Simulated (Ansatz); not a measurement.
# GaN (P6_3mc): the host for defect calculations, part 3 of 3

Before any defect goes in: GaN (P6_3mc) at rest, and how it screens a charge.

Ansatz 0.2.0; plane-wave PAW DFT, PBEsol; relaxation of the host's cell and atoms; PAW set soft_1 (the session's first sound run).

So far. Step 3 (Dielectric tensors of the host): The principal values of the electronic dielectric tensor are 5.83, 5.83 and 6.02. The principal values of the static dielectric tensor are 10.10, 10.10 and 11.18.

## Step 8: Defect free supercell at the quarter point

Level of this step: plane-wave PAW DFT, PBEsol; single point of the defect-free host, a test of the k-point sampling; PAW set soft_1 (Ansatz).

The supercell is run at one point off the zone centre, to see how far that sampling misses the dense mesh.

The input, pristine.sampling_quarter/input.yaml:

```yaml
crystal:
  lattice:
    - [9.5485853641, 0.0, 0.0]
    - [-4.774292682, 8.2693174955, 0.0]
    - [0.0, 0.0, 10.3709235306]
  atoms:
    - { symbol: Ga, position: [0.2222222222, 0.1111111111, 0.2495896206] }
    - { symbol: Ga, position: [0.1111111111, 0.2222222222, 0.4995896206] }
    - { symbol: "N", position: [0.2222222222, 0.1111111111, 0.4379103794] }
    - { symbol: "N", position: [0.1111111111, 0.2222222222, 0.1879103794] }
    - { symbol: Ga, position: [0.2222222222, 0.1111111111, 0.7495896206] }
    - { symbol: Ga, position: [0.1111111111, 0.2222222222, 0.9995896206] }
    - { symbol: "N", position: [0.2222222222, 0.1111111111, 0.9379103794] }
    - { symbol: "N", position: [0.1111111111, 0.2222222222, 0.6879103794] }
    - { symbol: Ga, position: [0.2222222222, 0.4444444444, 0.2495896206] }
    - { symbol: Ga, position: [0.1111111111, 0.5555555556, 0.4995896206] }
    - { symbol: "N", position: [0.2222222222, 0.4444444444, 0.4379103794] }
    - { symbol: "N", position: [0.1111111111, 0.5555555556, 0.1879103794] }
    - { symbol: Ga, position: [0.2222222222, 0.4444444444, 0.7495896206] }
    - { symbol: Ga, position: [0.1111111111, 0.5555555556, 0.9995896206] }
    - { symbol: "N", position: [0.2222222222, 0.4444444444, 0.9379103794] }
    - { symbol: "N", position: [0.1111111111, 0.5555555556, 0.6879103794] }
    - { symbol: Ga, position: [0.2222222222, 0.7777777778, 0.2495896206] }
    - { symbol: Ga, position: [0.1111111111, 0.8888888889, 0.4995896206] }
    - { symbol: "N", position: [0.2222222222, 0.7777777778, 0.4379103794] }
    - { symbol: "N", position: [0.1111111111, 0.8888888889, 0.1879103794] }
    - { symbol: Ga, position: [0.2222222222, 0.7777777778, 0.7495896206] }
    - { symbol: Ga, position: [0.1111111111, 0.8888888889, 0.9995896206] }
    - { symbol: "N", position: [0.2222222222, 0.7777777778, 0.9379103794] }
    - { symbol: "N", position: [0.1111111111, 0.8888888889, 0.6879103794] }
    - { symbol: Ga, position: [0.5555555556, 0.1111111111, 0.2495896206] }
    - { symbol: Ga, position: [0.4444444444, 0.2222222222, 0.4995896206] }
    - { symbol: "N", position: [0.5555555556, 0.1111111111, 0.4379103794] }
    - { symbol: "N", position: [0.4444444444, 0.2222222222, 0.1879103794] }
    - { symbol: Ga, position: [0.5555555556, 0.1111111111, 0.7495896206] }
    - { symbol: Ga, position: [0.4444444444, 0.2222222222, 0.9995896206] }
    - { symbol: "N", position: [0.5555555556, 0.1111111111, 0.9379103794] }
    - { symbol: "N", position: [0.4444444444, 0.2222222222, 0.6879103794] }
    - { symbol: Ga, position: [0.5555555556, 0.4444444444, 0.2495896206] }
    - { symbol: Ga, position: [0.4444444444, 0.5555555556, 0.4995896206] }
    - { symbol: "N", position: [0.5555555556, 0.4444444444, 0.4379103794] }
    - { symbol: "N", position: [0.4444444444, 0.5555555556, 0.1879103794] }
    - { symbol: Ga, position: [0.5555555556, 0.4444444444, 0.7495896206] }
    - { symbol: Ga, position: [0.4444444444, 0.5555555556, 0.9995896206] }
    - { symbol: "N", position: [0.5555555556, 0.4444444444, 0.9379103794] }
    - { symbol: "N", position: [0.4444444444, 0.5555555556, 0.6879103794] }
    - { symbol: Ga, position: [0.5555555556, 0.7777777778, 0.2495896206] }
    - { symbol: Ga, position: [0.4444444444, 0.8888888889, 0.4995896206] }
    - { symbol: "N", position: [0.5555555556, 0.7777777778, 0.4379103794] }
    - { symbol: "N", position: [0.4444444444, 0.8888888889, 0.1879103794] }
    - { symbol: Ga, position: [0.5555555556, 0.7777777778, 0.7495896206] }
    - { symbol: Ga, position: [0.4444444444, 0.8888888889, 0.9995896206] }
    - { symbol: "N", position: [0.5555555556, 0.7777777778, 0.9379103794] }
    - { symbol: "N", position: [0.4444444444, 0.8888888889, 0.6879103794] }
    - { symbol: Ga, position: [0.8888888889, 0.1111111111, 0.2495896206] }
    - { symbol: Ga, position: [0.7777777778, 0.2222222222, 0.4995896206] }
    - { symbol: "N", position: [0.8888888889, 0.1111111111, 0.4379103794] }
    - { symbol: "N", position: [0.7777777778, 0.2222222222, 0.1879103794] }
    - { symbol: Ga, position: [0.8888888889, 0.1111111111, 0.7495896206] }
    - { symbol: Ga, position: [0.7777777778, 0.2222222222, 0.9995896206] }
    - { symbol: "N", position: [0.8888888889, 0.1111111111, 0.9379103794] }
    - { symbol: "N", position: [0.7777777778, 0.2222222222, 0.6879103794] }
    - { symbol: Ga, position: [0.8888888889, 0.4444444444, 0.2495896206] }
    - { symbol: Ga, position: [0.7777777778, 0.5555555556, 0.4995896206] }
    - { symbol: "N", position: [0.8888888889, 0.4444444444, 0.4379103794] }
    - { symbol: "N", position: [0.7777777778, 0.5555555556, 0.1879103794] }
    - { symbol: Ga, position: [0.8888888889, 0.4444444444, 0.7495896206] }
    - { symbol: Ga, position: [0.7777777778, 0.5555555556, 0.9995896206] }
    - { symbol: "N", position: [0.8888888889, 0.4444444444, 0.9379103794] }
    - { symbol: "N", position: [0.7777777778, 0.5555555556, 0.6879103794] }
    - { symbol: Ga, position: [0.8888888889, 0.7777777778, 0.2495896206] }
    - { symbol: Ga, position: [0.7777777778, 0.8888888889, 0.4995896206] }
    - { symbol: "N", position: [0.8888888889, 0.7777777778, 0.4379103794] }
    - { symbol: "N", position: [0.7777777778, 0.8888888889, 0.1879103794] }
    - { symbol: Ga, position: [0.8888888889, 0.7777777778, 0.7495896206] }
    - { symbol: Ga, position: [0.7777777778, 0.8888888889, 0.9995896206] }
    - { symbol: "N", position: [0.8888888889, 0.7777777778, 0.9379103794] }
    - { symbol: "N", position: [0.7777777778, 0.8888888889, 0.6879103794] }
basis:
  ecutwfc: 420
  xc_grid: 2
hamiltonian:
  xc: pbesol
  pseudopotentials: { kind: paw, azcp: { folder: soft_1 }, xc_functional: pbe }
kpoints:
  mp_grid: { grid: [1, 1, 1], shift: [0.25, 0.25, 0.25] }
scf:
  occupations: { method: fermi_dirac, width: 0.01 }
  max_iter: 100
  lower_state_search: "off"
checkpoint:
  write: "../pristine.sampling_quarter.run"
  compress: false
  write_wavefunctions: false
  write_every: 100000
```

Run with:

```
ansatz run input.yaml --threads 32 --pin off --max-ram 84787MiB --backend cuda --events-out ev --progress --plain --runs-dir out --max-vram 78GiB
```

Numbers of over 12 decimals in the logs are rounded to 6 here.

Log:

```text
[...]
GPU FFT provider: cuFFT
GPU libraries: cuBLAS 13.8.1, cuFFT 12.4.0, cuSOLVER 12.3.2
[...]
Crystal: 72 atoms, lattice volume = 818.891 Å³
Basis set: ecut = 420 eV, 15995 PW (Γ), exchange–correlation on 128×128×144 points (8 copies of the dense FFT grid, shifted against one another)
Bands: 396, of which v1, the nominal top of the filled ones, is band 324 counted from 1 (323 counted from 0)
Symmetry: 36 space group operations
k-points: 1
[...]
GPU buffer pool allocated for 294912 grid points (all kernels)
[...]
SCF iter   1: F=—  HF=-148444.620107 eV  |Δ(HF+E_count)|=         —  Δρ=1.03e-1  dr2=7.39e1  Hψ=1220
[...]
SCF iter  10: F=-148424.353303 eV  HF=-148424.353303 eV  |Δ(HF+E_count)|=   1.07e-8  Δρ=4.25e-7  dr2=1.07e-9  Hψ=1130
SCF 1 converged in 10 iterations: F = -148424.353303 eV  dr2 = 1.07e-9
[...]
SCF converged after 10 iterations
Free energy (F): -148424.353303 eV
[...]
Internal energy: -148424.353303 eV  (E = F + TS)
E sigma→0 (E₀):  -148424.353303 eV
Fermi energy:    11.116623 eV
[...]
```

It took 2 s on 1 × NVIDIA GB200 with 32 threads of Arm Neoverse V2, shared host; peak memory 1.1 GiB.

## Step 9: What came out

| Quantity | Value |
| --- | --- |
| primitive cell vectors, lengths | 3.183, 3.183, 5.185 Å |
| electronic dielectric constant | principal values (5.83, 5.83, 6.02) |
| static dielectric constant | principal values (10.10, 10.10, 11.18) |
| gap on the k-mesh of the response run (PBEsol) | 1.88 eV |
| supercell relaxed in its symmetry less the displaced and relaxed one | 0.000 eV |
| energy an atom at the zone centre alone less that on the dense mesh | 0.078 eV |
| energy an atom at one point at (¼, ¼, ¼) less that on the dense mesh | -0.024 eV |

**Reading.** Step 5: The energy fell by 2.295 eV from the randomly displaced start; the atoms end within 0.005 Å of the sites as typed, once the mean shift is taken out. The displaced cell ends within 0.01 eV of the symmetric one relaxed in its symmetry, so no lower structure shows in this supercell. The k-mesh can miss the band edges, so this gap is an upper bound at this level. All at zero temperature.

[Logs are printed without paths, hosts, clocks, repeated set-up lines and the standing remarks that a program may print on its own settings, such as how far it seeks lower states.]

[Hosts, paths, dates, database ids (printed as entryN), source tags and the programs' standing remarks are cut or masked in the printed files.]

[Runs of the host that timed out are not shown.]

[For some hosts the program warned that the k-mesh of the response run may be too coarse for force constants and the static dielectric constant; such warnings are not always shown.]

[The program warned that the k-mesh of a response run behind this text may be too coarse: force constants, and the static dielectric constant and all else formed from them, are not shown converged.]
